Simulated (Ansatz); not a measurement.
Zn on an O site in ZnO

Theory: DFT PBE, scalar-relativistic, plane waves, PAW (Ansatz 0.2.0). Settings: 420 eV cutoff, 2×2×2 k-mesh, shifted by half a step, Gaussian smearing of 0.01 eV, collinear spin in charge -1 alone.

Host crystal, relaxed:

```yaml
crystal:
  lattice:
    - [3.27939, 0.00000, 0.00000]
    - [-1.63970, 2.84004, 0.00000]
    - [0.00000, 0.00000, 5.29323]
  atoms:
    - { symbol: Zn, position: [0.66667, 0.33333, 0.50060] }
    - { symbol: Zn, position: [0.33333, 0.66667, 0.00060] }
    - { symbol: O, position: [0.66667, 0.33333, 0.87971] }
    - { symbol: O, position: [0.33333, 0.66667, 0.37971] }
```

Supercell of 48 atoms, rows in host cell vectors: 0 2 1; -2 -2 1; 2 0 1. Atoms relax at the host's cell, keeping the symmetry that the supercell leaves at the site. The cell is small, so energies carry finite-size errors of tenths of an eV. The host's Kohn–Sham gap is 0.74 eV. Atoms are taken from and returned to the elements' standard states. Charged cells are corrected for image charges with the computed static dielectric tensor (mean 10.9) and aligned with the host's potential at far atoms (alignment terms reach 0.78 eV; the program doubts the alignment in some charges, where it is up to 0.78 eV). No band-filling term is added, and the Fermi level counts from the host's valence band top.

Defect: Zn on an O site set at (0.667, 0.333, 0.880) of the host cell. In charge 0 some atom moved by up to 0.9 Å, so the relaxed defect can differ in kind from the start. Before relaxation its nearest neighbours are 3 Zn at 2.00 Å, 1 Zn at 2.01 Å.

```json
{"charge": "0", "E_f at the valence band top (eV)": "6.40", "over the neutral state (eV)": "0.00", "moment (μB)": "0.00", "largest move (Å)": "0.90", "atoms near the site": "1 Zn at 2.47 Å, 3 Zn at 2.48 Å"}
{"charge": "-1", "E_f at the valence band top (eV)": "8.84", "over the neutral state (eV)": "2.45", "moment (μB)": "0.50", "largest move (Å)": "0.42", "atoms near the site": "1 Zn at 2.34 Å, 3 Zn at 2.43 Å"}
{"charge": "-2", "E_f at the valence band top (eV)": "11.67", "over the neutral state (eV)": "5.27", "moment (μB)": "0.00", "largest move (Å)": "0.42", "atoms near the site": "1 Zn at 2.29 Å, 3 Zn at 2.38 Å"}
```

Among the charges computed the stable one is 0 at the valence band top and stays so across the gap. In charge -1, -2 the extra carrier would gain by moving to a band edge of the host, so it isn't bound in the gap. In charge -1, -2 the cell has partly filled bands: a level of the defect may be part filled, the carrier may sit in the host's bands, or levels may cross between the k points, so transitions that involve it are doubtful. Fractional moments come from partly filled bands of the small cell.